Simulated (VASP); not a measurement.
# BP (F-43m) in VASP: further runs

Runs on BP. Level: HSE06. Tasks: single point.

All numbers are computed with VASP 6.6.1; they aren't measurements. Logs are shortened: lines on timing, memory, paths and dates and some standing lists are left out, and cuts for length are marked.

## (1) The crystal as given

Symmetry: F-43m, No. 216, cubic system. Conventional cell: a = 4.538 Å, b = 4.538 Å, c = 4.538 Å, α = 90.00°, β = 90.00°, γ = 90.00°. Around P (site symmetry -43m) lie 4 B at 1.97 Å. B (site symmetry -43m) has 4 P at 1.97 Å as nearest neighbours.

## (2) Single point, HSE06

POSCAR reads:

```
BP
1.0
    0.0000000000      2.2690000000      2.2690000000
    2.2690000000      0.0000000000      2.2690000000
    2.2690000000      2.2690000000      0.0000000000
P B
1 1
Direct
    0.7500000000      0.7500000000      0.7500000000
    0.0000000000      0.0000000000      0.0000000000
```

INCAR.step1 reads:

```
PREC = Accurate
ENCUT = 400
EDIFF = 1E-5
ISMEAR = 0
SIGMA = 0.01
LREAL = False
LASPH = True
NELM = 100
ALGO = Normal
ISIF = 2
LWAVE = True
LCHARG = False
NKRED = 1
NBANDS = 12
GGA = PE
```

INCAR.step2 reads:

```
PREC = Accurate
ENCUT = 400
EDIFF = 1E-6
ISMEAR = 0
SIGMA = 0.01
LREAL = False
LASPH = True
NELM = 100
ALGO = Normal
ISIF = 2
LWAVE = False
LCHARG = False
GGA = PE
LHFCALC = True
HFSCREEN = 0.2
PRECFOCK = Fast
NKRED = 1
NBANDS = 12
ISTART = 1
```

KPOINTS reads:

```
regular mesh
0
Gamma
  4 4 4
```

Potentials or basis: VASP PAW PBE potentials, release 64 (P, B).

On the command line:

```bash
$ cat potpaw_PBE.64/P/POTCAR potpaw_PBE.64/B/POTCAR > POTCAR
$ cp INCAR.step1 INCAR
$ mpirun -np 1 vasp_std > vasp.out
$ cp INCAR.step2 INCAR
$ mpirun -np 1 vasp_std > vasp.out
```

OUTCAR:

```text
PREC = Accurate
   ENCUT = 400
   EDIFF = 1E-6
   ISMEAR = 0
   LREAL = False
   LASPH = True
   NELM = 100
   ISIF = 2
   GGA = PE
   LHFCALC = True
   HFSCREEN = 0.2
   PRECFOCK = Fast
   NKRED = 1
   ISTART = 1

 Found      8 irreducible k-points:

 Following reciprocal coordinates:
            Coordinates               Weight
  0.000000  0.000000  0.000000      1.000000
  0.250000  0.000000  0.000000      8.000000
  0.500000  0.000000  0.000000      4.000000
  0.250000  0.250000  0.000000      6.000000
  0.500000  0.250000  0.000000     24.000000
 -0.250000  0.250000  0.000000     12.000000
   k-points           NKPTS =      8   k-points in BZ     NKDIM =     64   number of bands    NBANDS=     12
   number of dos      NEDOS =    301   number of ions     NIONS =      2
   total plane-waves  NPLWV =  13824
   dimension x,y,z NGX =    24 NGY =   24 NGZ =   24
   dimension x,y,z NGXF=    48 NGYF=   48 NGZF=   48
   ions per type =               1   1
   NGX,Y,Z   is equivalent  to a cutoff of  12.43, 12.43, 12.43 a.u.
   NGXF,Y,Z  is equivalent  to a cutoff of  24.87, 24.87, 24.87 a.u.
 SYSTEM =  unknown system
   PREC   = accura    normal or accurate (medium, high low for compatibility)
   ISTART =      1    job   : 0-new  1-cont  2-samecut
   ICHARG =      0    charge: 1-file 2-atom 10-const
   ISPIN  =      1    spin polarized calculation?
   LNONCOLLINEAR =      F non collinear calculations
   LSORBIT =      F    spin-orbit coupling
   LASPH  =      T    aspherical Exc in radial PAW
   ENCUT  =  400.0 eV  29.40 Ry    5.42 a.u.   5.23  5.23  5.23*2*pi/ulx,y,z
   NELM   =    100;   NELMIN=  2; NELMDL=  0     # of ELM steps
   EDIFF  = 0.1E-05   stopping-criterion for ELM
   LREAL  =      F    real-space projection
   EDIFFG = 0.1E-04   stopping-criterion for IOM
   NSW    =      0    number of steps for IOM
   IBRION =     -1    ionic relax: 0-MD 1-quasi-New 2-CG
   NFREE  =      0    steps in history (QN), initial steepest desc. (CG)
   ISIF   =      2    stress and relaxation
   ISYM   =      3    0-nonsym 1-usesym 2-fastsym
   POTIM  = 0.5000    time-step for ionic-motion
   TEBEG  =    0.0;   TEEND  =   0.0 temperature during run
   PSTRESS=    0.0 pullay stress
   NELECT =       8.0000    total number of electrons
   NUPDOWN=      -1.0000    fix difference up-down
   EMIN   =  10.00;   EMAX   =-10.00  energy-range for DOS
   EFERMI =   0.00;   METHOD = LEGACY
   ISMEAR =     0;   SIGMA  =   0.01  broadening in eV -4-tet -1-fermi 0-gaus
   EFERMI_NEDOS =   21; number of points for ismear=-14 and -15
   IALGO  =     38    algorithm
   IMIX   =      1    mixing-type and parameters
     AMIX     =   0.40;   BMIX     =  1.00
     AMIX_MAG =   1.60;   BMIX_MAG =  1.00
  volume/ion in A,a.u.               =      11.68        78.83
  Fermi-wavevector in a.u.,A,eV,Ry     =   1.145320  2.164342 17.847562  1.311759
  Thomas-Fermi vector in A             =   2.282009
   LORBIT       =      0    0 simple, 1 ext, 2 COOP (PROOUT), +10 PAW based schemes
   GGA     = PE    functional components
   LHFCALC =     T    Hartree Fock is set to
   PRECFOCK=fast      Normal, Fast or Accurate (Low or Medium for compatibility)
   ENCUT4O =  -1.0   cutoff for four orbital integrals eV
   NKREDX  =     1    reduce k-point grid by
   NKREDY  =     1    reduce k-point grid by
   NKREDZ  =     1    reduce k-point grid by
   AEXX    =    0.2500 exact exchange contribution
   HFSCREEN=    0.2000 screening length (either q_TF or 0.3 A-1)
   HFSCREENC=   0.2000 screening length for correlation (either q_TF or 0.3 A-1)
   ENCUTFOCK=  -1.0 apply spherical cutoff to Coloumb kernel
   IVDW    =     0    specifies the selected vdW correction
   LEPSILON=     F    determine dielectric tensor
   LRPA    =     F    only Hartree local field effects (RPA)
 non-spin polarized calculation
 Gauss-broadening in eV      SIGMA  =   0.01
  energy-cutoff  :      400.00
  volume of cell :       23.36
 maximum number of plane-waves:       444
 NGX is ok and might be reduce to    24
  NGX = 12; NGY = 12; NGZ = 12

 number of electron       8.0000000 magnetization

 Free energy of the ion-electron system (eV)
  ---------------------------------------------------
  ext. energy  EPLUGINS =         0.00000000
  ---------------------------------------------------
  free energy    TOTEN  =       -14.71149063 eV

  energy without entropy =      -14.71149063  energy(sigma->0) =      -14.71149063

 E-fermi :   7.0558     XC(G=0):  -8.9811

 val. band max:        6.9974987592   @ k =   0.0000   0.0000   0.0000
 cond. band min:       9.1149340670   @ k =   0.5000   0.5000   0.0000
 fundamental gap:      2.1174353077
 Fermi energy:         7.0558351926

 k-point     1 :       0.0000    0.0000    0.0000
  band No.  band energies     occupation
      1     -10.0757      2.00000
      2       6.9975      2.00000
      3       6.9975      2.00000
      4       6.9975      2.00000
      5      11.3859      0.00000
      6      11.3859      0.00000
      7      11.3859      0.00000
      8      15.7621      0.00000
      9      19.6478      0.00000
     10      20.4866      0.00000
     11      20.4866      0.00000
     12      24.0862      0.00000

 k-point     2 :       0.2500    0.0000    0.0000
  band No.  band energies     occupation
      1      -8.8605      2.00000
      2       1.6985      2.00000
      3       5.7936      2.00000
      4       5.7936      2.00000
      5      12.0246      0.00000
      6      12.8450      0.00000
      7      12.8450      0.00000
      8      18.0568      0.00000
      9      19.2335      0.00000
     10      19.2335      0.00000
     11      21.3020      0.00000
     12      24.7868      0.00000
[... 46 lines left out ...]
 k-point     6 :      -0.2500    0.2500    0.0000
  band No.  band energies     occupation
      1      -6.9644      2.00000
      2      -0.1445      2.00000
      3       1.2978      2.00000
      4       4.8904      2.00000
      5      11.8437      0.00000
      6      14.6375      0.00000
      7      15.7054      0.00000
      8      17.1657      0.00000
      9      18.1638      0.00000
     10      21.2296      0.00000
     11      26.2096      0.00000
     12      26.8753      0.00000

 [... further k-points ...]

------------------------ aborting loop because EDIFF is reached ----------------------------------------

  FORCE on cell =-STRESS in cart. coord.  units (eV):
  Direction    XX          YY          ZZ          XY          YZ          ZX
  --------------------------------------------------------------------------------------
  -------------------------------------------------------------------------------------
  Total       -0.1592031     -0.1592031     -0.1592031      0.0000000      0.0000000      0.0000000
  in kB      -10.9176389    -10.9176389    -10.9176389      0.0000000      0.0000000      0.0000000
  external PRESSURE =     -10.9176389 kB  Pullay stress =       0.0000000 kB

 VOLUME and BASIS-vectors are now :
 -----------------------------------------------------------------------------
  energy-cutoff  :      400.00
  volume of cell :       23.36
      direct lattice vectors                 reciprocal lattice vectors
     0.000000000  2.269000000  2.269000000    -0.220361393  0.220361393  0.220361393
     2.269000000  0.000000000  2.269000000     0.220361393 -0.220361393  0.220361393
     2.269000000  2.269000000  0.000000000     0.220361393  0.220361393 -0.220361393

 POSITION                                       TOTAL-FORCE (eV/Angst)
 -----------------------------------------------------------------------------------
      3.40350      3.40350      3.40350         0.000000      0.000000      0.000000
      0.00000      0.00000      0.00000        -0.000000     -0.000000     -0.000000
 -----------------------------------------------------------------------------------
    total drift:                                0.000000     -0.000000     -0.000000

  FREE ENERGIE OF THE ION-ELECTRON SYSTEM (eV)
  ---------------------------------------------------
  free  energy   TOTEN  =       -14.7114906268 eV

  energy  without entropy=      -14.7114906268  energy(sigma->0) =      -14.71149063
```

OUTCAR.step1:

```text
PREC = Accurate
   ENCUT = 400
   EDIFF = 1E-5
   ISMEAR = 0
   LREAL = False
[... 204 lines left out ...]
      3.40350      3.40350      3.40350         0.000000      0.000000      0.000000
      0.00000      0.00000      0.00000        -0.000000     -0.000000     -0.000000
 -----------------------------------------------------------------------------------
    total drift:                               -0.000000     -0.000000     -0.000000

  FREE ENERGIE OF THE ION-ELECTRON SYSTEM (eV)
  ---------------------------------------------------
  free  energy   TOTEN  =       -12.7583984917 eV

  energy  without entropy=      -12.7583984917  energy(sigma->0) =      -12.75839849
```

OSZICAR.step1:

```text
N       E                     dE             d eps       ncg     rms          rms(c)
DAV:   1     0.406393203169E+01    0.40639E+01   -0.37744E+03   192   0.514E+02
DAV:   2    -0.130795838253E+02   -0.17144E+02   -0.16572E+02   236   0.890E+01
DAV:   3    -0.135027181141E+02   -0.42313E+00   -0.42218E+00   252   0.123E+01
DAV:   4    -0.135041913435E+02   -0.14732E-02   -0.14731E-02   208   0.843E-01
DAV:   5    -0.135041991785E+02   -0.78350E-05   -0.78350E-05   244   0.577E-02    0.725E+00
DAV:   6    -0.128638894947E+02    0.64031E+00   -0.14229E+00   216   0.474E+00    0.386E+00
DAV:   7    -0.127661683185E+02    0.97721E-01   -0.22584E-01   228   0.221E+00    0.137E+00
DAV:   8    -0.127577620406E+02    0.84063E-02   -0.28529E-02   212   0.894E-01    0.207E-01
DAV:   9    -0.127581393833E+02   -0.37734E-03   -0.76677E-04   232   0.172E-01    0.148E-01
DAV:  10    -0.127583855382E+02   -0.24615E-03   -0.27232E-04   208   0.994E-02    0.320E-02
DAV:  11    -0.127583967829E+02   -0.11245E-04   -0.14249E-05   236   0.217E-02    0.384E-02
DAV:  12    -0.127583984917E+02   -0.17088E-05   -0.61940E-06   156   0.120E-02
   1 F= -.12758398E+02 E0= -.12758398E+02  d E =-.448431E-44
```

Run time: 17 s. Hardware: 1 thread of Intel Xeon Platinum 8488C (Sapphire Rapids), shared host; peak memory 0.22 GiB.

These settings aren't checked as converged: the numbers below hold their error.

Results:

| Item | Value |
| --- | --- |
| Free energy | -14.7115 eV |
| Pressure | -1.1 GPa |
| Band gap on the k mesh | 2.12 eV, indirect (least direct gap 4.39 eV) |

Caveat: the k mesh is coarse (spacing up to 0.60 Å⁻¹), so the values aren't converged, least of all with exact exchange; the PAW data sets were made with another functional, which shifts forces and pressure a little.

## (3) Single point, HSE06

POSCAR is that of step 2.

INCAR.step1: that of step 2 with these lines changed.

```diff
@@ -1,3 +1,3 @@
 PREC = Accurate
-ENCUT = 400
+ENCUT = 350
 EDIFF = 1E-5
```

INCAR.step2: that of step 2 with these lines changed.

```diff
@@ -1,3 +1,3 @@
 PREC = Accurate
-ENCUT = 400
+ENCUT = 350
 EDIFF = 1E-6
```

KPOINTS reads:

```
regular mesh
0
Gamma
  5 5 5
```

Potentials or basis: VASP PAW PBE potentials, release 64 (P, B).

On the command line:

```bash
$ cat potpaw_PBE.64/P/POTCAR potpaw_PBE.64/B/POTCAR > POTCAR
$ cp INCAR.step1 INCAR
$ mpirun -np 1 vasp_std > vasp.out
$ cp INCAR.step2 INCAR
$ mpirun -np 1 vasp_std > vasp.out
```

OUTCAR:

```text
PREC = Accurate
   ENCUT = 350
   EDIFF = 1E-6
   ISMEAR = 0
   LREAL = False
   LASPH = True
   NELM = 100
   ISIF = 2
   GGA = PE
   LHFCALC = True
   HFSCREEN = 0.2
   PRECFOCK = Fast
   NKRED = 1
   ISTART = 1

 Found     10 irreducible k-points:

 Following reciprocal coordinates:
            Coordinates               Weight
  0.000000  0.000000  0.000000      1.000000
  0.200000  0.000000  0.000000      8.000000
  0.400000  0.000000  0.000000      8.000000
  0.200000  0.200000  0.000000      6.000000
[... 175 lines left out ...]

------------------------ aborting loop because EDIFF is reached ----------------------------------------

  FORCE on cell =-STRESS in cart. coord.  units (eV):
  Direction    XX          YY          ZZ          XY          YZ          ZX
  --------------------------------------------------------------------------------------
  -------------------------------------------------------------------------------------
  Total       -0.2886872     -0.2886872     -0.2886872      0.0000000      0.0000000      0.0000000
  in kB      -19.7972414    -19.7972414    -19.7972414      0.0000000      0.0000000      0.0000000
  external PRESSURE =     -19.7972414 kB  Pullay stress =       0.0000000 kB

 VOLUME and BASIS-vectors are now :
 -----------------------------------------------------------------------------
  energy-cutoff  :      350.00
  volume of cell :       23.36
      direct lattice vectors                 reciprocal lattice vectors
     0.000000000  2.269000000  2.269000000    -0.220361393  0.220361393  0.220361393
     2.269000000  0.000000000  2.269000000     0.220361393 -0.220361393  0.220361393
     2.269000000  2.269000000  0.000000000     0.220361393  0.220361393 -0.220361393

 POSITION                                       TOTAL-FORCE (eV/Angst)
 -----------------------------------------------------------------------------------
      3.40350      3.40350      3.40350         0.000000      0.000000      0.000000
      0.00000      0.00000      0.00000        -0.000000     -0.000000     -0.000000
 -----------------------------------------------------------------------------------
    total drift:                                0.000002     -0.000001      0.000000

  FREE ENERGIE OF THE ION-ELECTRON SYSTEM (eV)
  ---------------------------------------------------
  free  energy   TOTEN  =       -14.8218067829 eV

  energy  without entropy=      -14.8218067829  energy(sigma->0) =      -14.82180678
```

OUTCAR.step1:

```text
PREC = Accurate
   ENCUT = 350
   EDIFF = 1E-5
   ISMEAR = 0
   LREAL = False
[... 203 lines left out ...]
      3.40350      3.40350      3.40350         0.000000      0.000000      0.000000
      0.00000      0.00000      0.00000        -0.000000     -0.000000     -0.000000
 -----------------------------------------------------------------------------------
    total drift:                               -0.000000     -0.000000     -0.000000

  FREE ENERGIE OF THE ION-ELECTRON SYSTEM (eV)
  ---------------------------------------------------
  free  energy   TOTEN  =       -12.8754408937 eV

  energy  without entropy=      -12.8754408937  energy(sigma->0) =      -12.87544089
```

Run time: 25 s. Hardware: 1 thread of Intel Xeon Platinum 8488C (Sapphire Rapids), shared host; peak memory 0.21 GiB.

These settings aren't checked as converged: the numbers below hold their error.

Results:

| Property | Result |
| --- | --- |
| Free energy | -14.8218 eV |
| Band gap on the k mesh | 2.00 eV, indirect (least direct gap 4.36 eV) |

Caveat: the k mesh is coarse (spacing up to 0.48 Å⁻¹), so the values aren't converged, least of all with exact exchange; the cutoff is under 1.25 times the usual one of these potentials, so pressure, stress and relaxed cells hold a basis-set (Pulay) error; the PAW data sets were made with another functional, which shifts forces and pressure a little; an odd mesh through Γ misses points on the zone boundary, where band edges often lie.

## (4) Single point, HSE06

POSCAR is that of step 3.

INCAR.step1 is that of step 3.

INCAR.step2: that of step 3 with these lines changed.

```diff
@@ -15,3 +15,3 @@
 HFSCREEN = 0.2
-PRECFOCK = Fast
+PRECFOCK = Normal
 NKRED = 1
```

KPOINTS is that of step 3.

On the command line:

```bash
$ cat potpaw_PBE.64/P/POTCAR potpaw_PBE.64/B/POTCAR > POTCAR
$ cp INCAR.step1 INCAR
$ mpirun -np 1 vasp_std > vasp.out
$ cp INCAR.step2 INCAR
$ mpirun -np 1 vasp_std > vasp.out
```

Run time: 40 s. Hardware: 1 thread of Intel Xeon Platinum 8488C (Sapphire Rapids), shared host; peak memory 0.21 GiB.

The run converged, but some of its settings lie outside the range that counts as converged, so its numbers aren't taken as properties of the crystal.

Results:

```
Free energy            : -14.8217 eV
Band gap on the k mesh : 2.00 eV, indirect (least direct gap 4.36 eV)
```

Caveat: the k mesh is coarse (spacing up to 0.48 Å⁻¹), so the values aren't converged, least of all with exact exchange; the cutoff is under 1.25 times the usual one of these potentials, so pressure, stress and relaxed cells hold a basis-set (Pulay) error; the PAW data sets were made with another functional, which shifts forces and pressure a little; an odd mesh through Γ misses points on the zone boundary, where band edges often lie.

## (5) For comparison

An earlier run on the cell as given: functional PBEsol; potentials or basis VASP PAW PBE potentials, release 64 (P, B); cutoff 520 eV; k mesh 10 × 10 × 10; occupations fermi-dirac, width 0.05 eV; no spin polarisation.

* Pressure: -1.9 GPa
* Band gap on the k mesh: 1.13 eV, indirect (least direct gap 3.36 eV)
